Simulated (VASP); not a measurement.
As, 2 atoms in the cell. The structure is trigonal, space group R-3m (No. 166). The conventional cell has a = 3.768 Å, b = 3.768 Å, c = 9.965 Å, α = 90.00°, β = 90.00°, γ = 120.00°. Around As (site symmetry 3m) lie 3 As at 2.52 Å. 

```yaml
Program: VASP 6.6.1
Task: relaxation of cell and atoms
Functional: LDA
Potentials_or_basis: VASP PAW LDA potentials, release 64 (As)
Cutoff: 600 eV
k_mesh: 12 × 12 × 12
Occupations: methfessel-paxton, width 0.1 eV
Spin: no spin polarisation
Further_INCAR_settings: ALGO = Normal; EDIFF = 1e-07; IBRION = 2; EDIFFG = -0.005; NSW = 90; ISIF = 3
```

Potentials or basis: VASP PAW LDA potentials, release 64 (As).

The run is started by

```bash
$ cat potpaw_LDA.64/As/POTCAR > POTCAR
$ mpirun -np 1 vasp_std > vasp.out
```

Hardware: 1 thread of Intel(R) Xeon(R) Platinum 8488C (Sapphire Rapids) (shared host).

Q: How long does it take, and how much memory?

A: It took 48 s on 1 thread of Intel(R) Xeon(R) Platinum 8488C (Sapphire Rapids) (shared host), peak memory 0.21 GiB. Counts: scf iterations 11, k points 189, ion steps 1.
